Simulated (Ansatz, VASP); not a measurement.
## Tl: VASP beside Ansatz

```
Tl
1.0
    -1.98173    1.98173    1.98173
     1.98173   -1.98173    1.98173
     1.98173    1.98173   -1.98173
Tl
1
Direct
  0.00000 0.00000 0.00000
```

Change from the starting cell: volume scaled by 1.04.

Alike in both runs: task single point; functional PBE; k mesh 10 × 10 × 10; occupations fermi-dirac, width 0.05 eV; no spin polarisation.

|  | VASP | Ansatz |
| --- | --- | --- |
| version | VASP 6.6.1 | Ansatz 0.2.0 |
| potentials or method | VASP PAW PBE potentials, release 64 (Tl_d) | Ansatz PAW |
| plane-wave cutoff (eV) | 520 | 420 |
| valence electrons in the cell | 13 | 13 |

```tsv
	VASP	Ansatz	Ansatz less VASP
gap on the k mesh at the Fermi level (eV)	none	none	-
pressure (GPa)	0.1	0.1	+0.06
```

A gap of «none» marks a metal or a gap that the smearing closes.

Spin-orbit coupling is left out, which matters for the levels of Tl.
